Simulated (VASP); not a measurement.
# MgTe (P6_3mc) in VASP: a series of runs

Runs on MgTe. Level: LDA. Tasks: single point.

All numbers are computed with VASP 6.6.1; they aren't measurements. Logs are shortened: lines on timing, memory, paths and dates and some standing lists are left out, and cuts for length are marked.

## 1. The cell of the first run

It takes space group P6_3mc (No. 186, hexagonal). Conventional cell: a = 4.540 Å, b = 4.540 Å, c = 7.395 Å, α = 90.00°, β = 90.00°, γ = 120.00°. Around Mg (site symmetry 3m) lie 4 Te at 2.70 to 3.04 Å. Te (site symmetry 3m) is surrounded by 4 Mg at 2.70 to 3.04 Å.

## 2. Single point, LDA

The input, INCAR:

```
SYSTEM = MgTe
PREC     = Accurate       ! precision mode
ENCUT    = 520            ! plane-wave cutoff, eV
EDIFF    = 1E-6           ! SCF threshold, eV
ISMEAR   = 0              ! smearing method
SIGMA    = 0.05           ! smearing width, eV
LREAL    = .FALSE.        ! projectors in reciprocal space
LASPH    = .TRUE.         ! aspherical terms in the spheres
NELM     = 100            ! most SCF steps
ALGO     = Normal         ! electronic algorithm
ISIF     = 2              ! what is computed and relaxed
LWAVE    = .FALSE.        ! write WAVECAR
LCHARG   = .FALSE.        ! write CHGCAR
GGA      = CA             ! functional
NBANDS   = 16             ! bands
```

The input, KPOINTS:

```
regular mesh
0
G
  9 9 4
  0 0 0
```

The input, POSCAR:

```
MgTe
1.0
    4.5400020208      0.0000000000      0.0000000000
   -2.2700010104      3.9317570832      0.0000000000
    0.0000000000      0.0000000000      7.3950000000
Mg Te
2 2
Direct
    0.3333333333      0.6666666667      0.0000000000
    0.6666666667      0.3333333333      0.5000000000
    0.3333333333      0.6666666667      0.4105679513
    0.6666666667      0.3333333333      0.9105679513
```

Potentials or basis: VASP PAW LDA potentials, release 64 (Mg, Te).

Run with:

```sh
$ cat potpaw_LDA.64/Mg/POTCAR potpaw_LDA.64/Te/POTCAR > POTCAR
$ mpirun -np 1 vasp_std > vasp.out
```

OUTCAR:

```text
SYSTEM = MgTe
   PREC = Accurate
   ENCUT = 520
   EDIFF = 1E-6
   ISMEAR = 0
   LREAL = .FALSE.
   LASPH = .TRUE.
   NELM = 100
   ISIF = 2
   GGA = CA

 ion  position               nearest neighbor table
   1  0.333  0.667  0.000-   4 2.70   4 2.70   4 2.70   3 3.04
   2  0.667  0.333  0.500-   3 2.70   3 2.70   3 2.70   4 3.04
   3  0.333  0.667  0.411-   2 2.70   2 2.70   2 2.70   1 3.04
   4  0.667  0.333  0.911-   1 2.70   1 2.70   1 2.70   2 3.04

  LATTYP: Found a hexagonal cell.
 ALAT       =     4.5400020208
 C/A-ratio  =     1.6288539005

  Lattice vectors:

 A1 = (   4.5400020208,   0.0000000000,   0.0000000000)
 A2 = (  -2.2700010104,   3.9317570832,   0.0000000000)
 A3 = (   0.0000000000,   0.0000000000,   7.3950000000)

Analysis of symmetry for initial positions (statically):
=====================================================================
 Subroutine PRICEL returns:
 Original cell was already a primitive cell.

 Routine SETGRP: Setting up the symmetry group for a
 hexagonal supercell.

 Subroutine GETGRP returns: Found 12 space group operations
 (whereof  6 operations were pure point group operations)
 out of a pool of 24 trial point group operations.

The static configuration has the point symmetry C_3v.
 The point group associated with its full space group is C_6v.

Analysis of symmetry for dynamics (positions and initial velocities):
=====================================================================
 Subroutine PRICEL returns:
 Original cell was already a primitive cell.

 Routine SETGRP: Setting up the symmetry group for a
 hexagonal supercell.

 Subroutine GETGRP returns: Found 12 space group operations
 (whereof  6 operations were pure point group operations)
 out of a pool of 24 trial point group operations.

The dynamic configuration has the point symmetry C_3v.
 The point group associated with its full space group is C_6v.

 Subroutine INISYM returns: Found 12 space group operations
 (whereof  6 operations are pure point group operations),
 and found     1 'primitive' translations

----------------------------------------------------------------------------------------

                                     Primitive cell

  volume of cell :     132.0021

  direct lattice vectors                    reciprocal lattice vectors
     4.540002021  0.000000000  0.000000000     0.220264219  0.127169606  0.000000000
    -2.270001010  3.931757083  0.000000000     0.000000000  0.254339212  0.000000000
     0.000000000  0.000000000  7.395000000     0.000000000  0.000000000  0.135226504

  length of vectors
     4.540002021  4.540002021  7.395000000     0.254339212  0.254339212  0.135226504

  position of ions in fractional coordinates (direct lattice)
     0.333333333  0.666666667  0.000000000
     0.666666667  0.333333333  0.500000000
     0.333333333  0.666666667  0.410567951
     0.666666667  0.333333333  0.910567951

  ion indices of the primitive-cell ions
   primitive index   ion index
                 1           1
                 2           2
                 3           3
                 4           4

----------------------------------------------------------------------------------------

 KPOINTS: regular mesh

Automatic generation of k-mesh.
 Grid dimensions read from file:
 generate k-points for:    9    9    4

 Generating k-lattice:

  Cartesian coordinates                     Fractional coordinates (reciprocal lattice)
     0.024473802  0.014129956  0.000000000     0.111111111  0.000000000  0.000000000
     0.000000000  0.028259912  0.000000000     0.000000000  0.111111111  0.000000000
     0.000000000  0.000000000  0.033806626     0.000000000  0.000000000  0.250000000

  Length of vectors
     0.028259912  0.028259912  0.033806626

  Shift w.r.t. Gamma in fractional coordinates (k-lattice)
     0.000000000  0.000000000  0.000000000

 Subroutine IBZKPT returns following result:
 ===========================================

 Found     36 irreducible k-points:

 Following reciprocal coordinates:
            Coordinates               Weight
  0.000000  0.000000  0.000000      1.000000
  0.111111  0.000000  0.000000      6.000000
  0.222222 -0.000000  0.000000      6.000000
  0.333333 -0.000000  0.000000      6.000000
  0.444444 -0.000000  0.000000      6.000000
  0.111111  0.111111  0.000000      6.000000
[... 16 lines left out ...]
  0.333333  0.222222  0.250000     24.000000
  0.333333  0.333333  0.250000      4.000000
 [... further k-points ...]
   k-points           NKPTS =     36   k-points in BZ     NKDIM =     36   number of bands    NBANDS=     16
   number of dos      NEDOS =    301   number of ions     NIONS =      4
   total plane-waves  NPLWV =  72576
   dimension x,y,z NGX =    36 NGY =   36 NGZ =   56
   dimension x,y,z NGXF=    72 NGYF=   72 NGZF=  112
   ions per type =               2   2
   NGX,Y,Z   is equivalent  to a cutoff of  13.18, 13.18, 12.59 a.u.
[... 69 lines left out ...]
  band No.  band energies     occupation
      1      -8.4663      2.00000
      2      -7.8743      2.00000
      3      -1.1776      2.00000
      4       1.2628      2.00000
      5       1.2628      2.00000
      6       1.7202      2.00000
[... 8 lines left out ...]
     15       7.9153      0.00000
     16       9.2909      0.00000

 k-point     2 :       0.1111    0.0000    0.0000
  band No.  band energies     occupation
      1      -8.4101      2.00000
      2      -7.8402      2.00000
      3      -1.0952      2.00000
      4       0.7855      2.00000
      5       1.1460      2.00000
      6       1.1974      2.00000
[... 8 lines left out ...]
     15       8.2129      0.00000
     16       8.5556      0.00000

 k-point     3 :       0.2222   -0.0000    0.0000
  band No.  band energies     occupation
      1      -8.2556      2.00000
      2      -7.7554      2.00000
      3      -0.8818      2.00000
      4      -0.0616      2.00000
      5       0.3057      2.00000
      6       0.8973      2.00000
[... 8 lines left out ...]
     15       8.3773      0.00000
     16       8.7661      0.00000

 k-point     4 :       0.3333   -0.0000    0.0000
  band No.  band energies     occupation
      1      -8.0481      2.00000
      2      -7.6690      2.00000
      3      -0.9878      2.00000
      4      -0.5134      2.00000
      5      -0.2669      2.00000
      6       0.6635      2.00000
[... 8 lines left out ...]
     15       8.7179      0.00000
     16       9.6281      0.00000

 k-point     5 :       0.4444   -0.0000    0.0000
  band No.  band energies     occupation
      1      -7.8745      2.00000
      2      -7.6361      2.00000
      3      -1.3556      2.00000
      4      -0.9183      2.00000
      5       0.0522      2.00000
      6       0.5292      2.00000
[... 8 lines left out ...]
     15       9.0142      0.00000
     16       9.8678      0.00000

 k-point     6 :       0.1111    0.1111    0.0000
  band No.  band energies     occupation
      1      -8.3045      2.00000
      2      -7.7806      2.00000
      3      -0.9434      2.00000
      4       0.2375      2.00000
      5       0.4587      2.00000
      6       1.0002      2.00000
[... 8 lines left out ...]
     15       8.4166      0.00000
     16       8.4430      0.00000
[... 267 lines left out ...]
 k-point    21 :       0.4444    0.1111    0.2500
  band No.  band energies     occupation
      1      -7.7923      2.00000
      2      -7.6607      2.00000
      3      -1.4169      2.00000
      4      -1.1430      2.00000
      5       0.2300      2.00000
      6       0.6751      2.00000
[... 8 lines left out ...]
     15       9.6941      0.00000
     16      10.4837      0.00000

 k-point    22 :       0.2222    0.2222    0.2500
  band No.  band energies     occupation
      1      -7.8997      2.00000
      2      -7.6851      2.00000
      3      -1.0622      2.00000
      4      -0.8606      2.00000
      5       0.1520      2.00000
      6       0.3973      2.00000
[... 8 lines left out ...]
     15       8.1998      0.00000
     16       9.6176      0.00000

 k-point    23 :       0.3333    0.2222    0.2500
  band No.  band energies     occupation
      1      -7.7631      2.00000
      2      -7.6544      2.00000
      3      -1.2141      2.00000
      4      -1.0501      2.00000
      5      -0.2176      2.00000
      6       0.3574      2.00000
[... 8 lines left out ...]
     15       9.2021      0.00000
     16       9.6637      0.00000

 k-point    24 :       0.3333    0.3333    0.2500
  band No.  band energies     occupation
      1      -7.6794      2.00000
      2      -7.6794      2.00000
      3      -1.0677      2.00000
      4      -1.0677      2.00000
      5      -0.5479      2.00000
      6       0.1038      2.00000
[... 8 lines left out ...]
     15       9.2780      0.00000
     16       9.6407      0.00000

 [... further k-points ...]

------------------------ aborting loop because EDIFF is reached ----------------------------------------

  FORCE on cell =-STRESS in cart. coord.  units (eV):
  Direction    XX          YY          ZZ          XY          YZ          ZX
  --------------------------------------------------------------------------------------
  -------------------------------------------------------------------------------------
  Total        0.9393500      0.9393500     -2.4983761      0.0000000     -0.0000000      0.0000000
  in kB       11.4013724     11.4013724    -30.3240700      0.0000000     -0.0000000      0.0000000
  external PRESSURE =      -2.5071084 kB  Pullay stress =       0.0000000 kB

 VOLUME and BASIS-vectors are now :
 -----------------------------------------------------------------------------
  energy-cutoff  :      520.00
  volume of cell :      132.00
      direct lattice vectors                 reciprocal lattice vectors
     4.540002021  0.000000000  0.000000000     0.220264219  0.127169606  0.000000000
    -2.270001010  3.931757083  0.000000000     0.000000000  0.254339212  0.000000000
     0.000000000  0.000000000  7.395000000     0.000000000  0.000000000  0.135226504

 POSITION                                       TOTAL-FORCE (eV/Angst)
 -----------------------------------------------------------------------------------
     -0.00000      2.62117      0.00000        -0.000000      0.000000      0.623823
      2.27000      1.31059      3.69750         0.000000     -0.000000      0.623823
     -0.00000      2.62117      3.03615         0.000000     -0.000000     -0.623823
      2.27000      1.31059      6.73365        -0.000000      0.000000     -0.623823
 -----------------------------------------------------------------------------------
    total drift:                               -0.000000      0.000000      0.000807

  FREE ENERGIE OF THE ION-ELECTRON SYSTEM (eV)
  ---------------------------------------------------
  free  energy   TOTEN  =       -14.4213735235 eV

  energy  without entropy=      -14.4213735235  energy(sigma->0) =      -14.42137352
```

It took 24 s on 1 thread of Intel Xeon 6975P-C (Granite Rapids), shared host; peak memory 0.25 GiB.

What came out:

```
Free energy            : -14.4214 eV
Pressure               : -0.3 GPa
Largest force          : 0.624 eV/Å
Band gap on the k mesh : 2.04 eV, direct
```

Forces in eV/Å, atoms in the order of the input:
```
Mg   0.000  0.000  0.624
Mg   0.000  0.000  0.624
Te   0.000  0.000 -0.624
Te   0.000  0.000 -0.624
```

Levels at points of the mesh, in eV from the valence-band top:
```
           k point  band 4  band 5  band 6  band 7  band 8  band 9  band 10  band 11  band 12  band 13
(0.00, 0.00, 0.00)   -0.96   -0.96   -0.50   -0.50    0.00    2.04     2.39     4.84     4.84     5.26
(0.00, 0.00, 0.50)   -2.13   -0.74   -0.74   -0.74   -0.74    2.92     2.92     5.07     5.07     5.07
```

Caveat: spin-orbit coupling is left out, which moves the levels of the heavy elements.

## 3. Single point, LDA

The input, INCAR:

```
SYSTEM = MgTe
  PREC = Accurate
  ENCUT = 520
  EDIFF = 1E-6
  ISMEAR = 0
  SIGMA = 0.05
  LREAL = .False.
  LASPH = .True.
  NELM = 100
  ALGO = Normal
  ISIF = 2
  LWAVE = .False.
  LCHARG = .True.
  GGA = CA
  LELF = .True.
  LVHAR = .True.
  NBANDS = 16
```

The input, KPOINTS:

```
Automatic mesh
0
Gamma
  9 9 4
  0 0 0
```

POSCAR: that of step 2 with these lines changed.

```diff
@@ -10,3 +10,3 @@
     0.6666666667      0.3333333333      0.5000000000
-    0.3333333333      0.6666666667      0.4105679513
-    0.6666666667      0.3333333333      0.9105679513
+    0.3333333333      0.6666666667      0.3395740365
+    0.6666666667      0.3333333333      0.8395740365
```

Potentials or basis: VASP PAW LDA potentials, release 64 (Mg, Te).

Run with:

```sh
$ cat potpaw_LDA.64/Mg/POTCAR potpaw_LDA.64/Te/POTCAR > POTCAR
$ mpirun -np 1 vasp_std > vasp.out
```

Wall time 24 s (1 thread of Intel Xeon 6975P-C (Granite Rapids), shared host); peak memory 0.24 GiB.

It converged, with:

```yaml
Free_energy: -14.1930 eV
Pressure: 0.4 GPa
Largest_force: 1.797 eV/Å
Band_gap_on_the_k_mesh: 2.16 eV, direct
```

Forces in eV/Å, atoms in the order of the input:
```
Mg   0.000  0.000 -1.797
Mg   0.000  0.000 -1.797
Te   0.000  0.000  1.797
Te   0.000  0.000  1.797
```

Stress tensor (GPa, compression positive):
```
-2.55  0.00  0.00
 0.00 -2.55  0.00
 0.00  0.00  6.17
```

Levels at points of the mesh, in eV from the valence-band top:
| k point | band 6 | band 7 | band 8 | band 9 | band 10 | band 11 |
| --- | --- | --- | --- | --- | --- | --- |
| (0.00, 0.00, 0.00) | -0.54 | 0.00 | 0.00 | 2.16 | 2.95 | 5.12 |
| (0.00, 0.00, 0.50) | -0.28 | -0.28 | -0.28 | 3.36 | 3.36 | 5.40 |

Caveat: spin-orbit coupling is left out, which moves the levels of the heavy elements; forces of over 1 eV/Å show positions far from the minimum, so gaps and moduli don't describe the material at rest.

## 4. Single point, LDA

The input, INCAR:

```
  PREC = Accurate
  ENCUT = 520
  EDIFF = 1E-6
  ISMEAR = 0
  SIGMA = 0.05
  LREAL = False
  LASPH = True
  NELM = 100
  ALGO = Normal
  ISIF = 2
  LWAVE = False
  LCHARG = True
  GGA = CA
  LELF = True
  LVHAR = True
  NBANDS = 16
```

The input, KPOINTS:

```
regular mesh
0
Gamma
  9 9 4
```

POSCAR: that of step 3 with these lines changed.

```diff
@@ -10,3 +10,3 @@
     0.6666666667      0.3333333333      0.5000000000
-    0.3333333333      0.6666666667      0.3395740365
-    0.6666666667      0.3333333333      0.8395740365
+    0.3333333333      0.6666666667      0.3902839757
+    0.6666666667      0.3333333333      0.8902839757
```

Run with:

```sh
$ cat potpaw_LDA.64/Mg/POTCAR potpaw_LDA.64/Te/POTCAR > POTCAR
$ mpirun -np 1 vasp_std > vasp.out
```

Wall time 22 s (1 thread of Intel Xeon 6975P-C (Granite Rapids), shared host); peak memory 0.25 GiB.

The run converged. Its results:

| Item | Value |
| --- | --- |
| Free energy | -14.5734 eV |
| Pressure | -0.7 GPa |
| Largest force | 0.348 eV/Å |
| Band gap on the k mesh | 2.22 eV, direct |

Forces in eV/Å, atoms in the order of the input:
```
Mg   0.000  0.000  0.348
Mg   0.000  0.000  0.348
Te   0.000  0.000 -0.348
Te   0.000  0.000 -0.348
```

Stress tensor (GPa, compression positive):
```
-0.03  0.00  0.00
 0.00 -0.03  0.00
 0.00  0.00 -2.07
```

Levels at points of the mesh, in eV from the valence-band top:
```
           k point  band 6  band 7  band 8  band 9  band 10  band 11
(0.00, 0.00, 0.00)   -0.22   -0.22    0.00    2.22     2.67     5.05
(0.00, 0.00, 0.50)   -0.47   -0.47   -0.47    3.18     3.18     5.30
```

Caveat: spin-orbit coupling is left out, which moves the levels of the heavy elements.

## 5. Single point, LDA

The input, INCAR:

```
SYSTEM = MgTe
  PREC = Accurate
  ENCUT = 520
  EDIFF = 1E-7
  ISMEAR = 0
  SIGMA = 0.05
  LREAL = .False.
  LASPH = .True.
  NELM = 100
  ALGO = Fast
  ISIF = 2
  LWAVE = .False.
  LCHARG = .False.
  GGA = CA
  NBANDS = 16
```

The input, KPOINTS:

```
regular mesh
0
Gamma
  9 9 4
  0 0 0
```

POSCAR: that of step 4 with these lines changed.

```diff
@@ -10,3 +10,3 @@
     0.6666666667      0.3333333333      0.5000000000
-    0.3333333333      0.6666666667      0.3902839757
-    0.6666666667      0.3333333333      0.8902839757
+    0.3333333333      0.6666666667      0.3598580122
+    0.6666666667      0.3333333333      0.8598580122
```

Run with:

```sh
$ cat potpaw_LDA.64/Mg/POTCAR potpaw_LDA.64/Te/POTCAR > POTCAR
$ mpirun -np 1 vasp_std > vasp.out
```

Wall time 36 s (1 thread of Intel Xeon 6975P-C (Granite Rapids), shared host); peak memory 0.24 GiB.

The run converged. Its results:

```
Free energy            : -14.5420 eV
Pressure               : -0.6 GPa
Largest force          : 0.619 eV/Å
Band gap on the k mesh : 2.27 eV, direct
```

Forces on the atoms (eV/Å):
```
Mg   0.000  0.000 -0.619
Mg   0.000  0.000 -0.619
Te   0.000  0.000  0.619
Te   0.000  0.000  0.619
```

Stress tensor (GPa, compression positive):
```
-1.68  0.00  0.00
 0.00 -1.68  0.00
 0.00  0.00  1.43
```

Levels at points of the mesh, in eV from the valence-band top:
```tsv
k point	band 6	band 7	band 8	band 9	band 10	band 11
(0.00, 0.00, 0.00)	-0.25	0.00	0.00	2.27	2.90	5.17
(0.00, 0.00, 0.50)	-0.27	-0.27	-0.27	3.37	3.37	5.44
```

Caveat: spin-orbit coupling is left out, which moves the levels of the heavy elements.

## 6. The runs side by side

| cell | gap on the mesh (eV) | pressure (GPa) | largest force (eV/Å) |
| --- | --- | --- | --- |
| all Te atoms moved -0.300 Å, as atom 3 towards its neighbour atom 1 (Mg) at 2.736 Å | 2.04 | -0.3 | 0.62 |
| all Te atoms moved +0.225 Å, as atom 3 towards its neighbour atom 1 (Mg) at 2.736 Å | 2.16 | 0.4 | 1.80 |
| all Te atoms moved -0.150 Å, as atom 3 towards its neighbour atom 1 (Mg) at 2.736 Å | 2.22 | -0.7 | 0.35 |
| all Te atoms moved +0.075 Å, as atom 3 towards its neighbour atom 1 (Mg) at 2.736 Å | 2.27 | -0.6 | 0.62 |

Alike in all rows: task single point; level LDA; potentials or basis VASP PAW LDA potentials, release 64 (Mg, Te); no spin polarisation; k mesh 9 × 9 × 4; cutoff (eV) 520; smearing gaussian 0.05 eV.

Caveats: spin-orbit coupling is left out, which moves the levels of the heavy elements; forces of over 1 eV/Å show positions far from the minimum, so gaps and moduli don't describe the material at rest (some runs).

Total energies depend on the potentials used, so only differences within one code and one set of settings carry meaning.
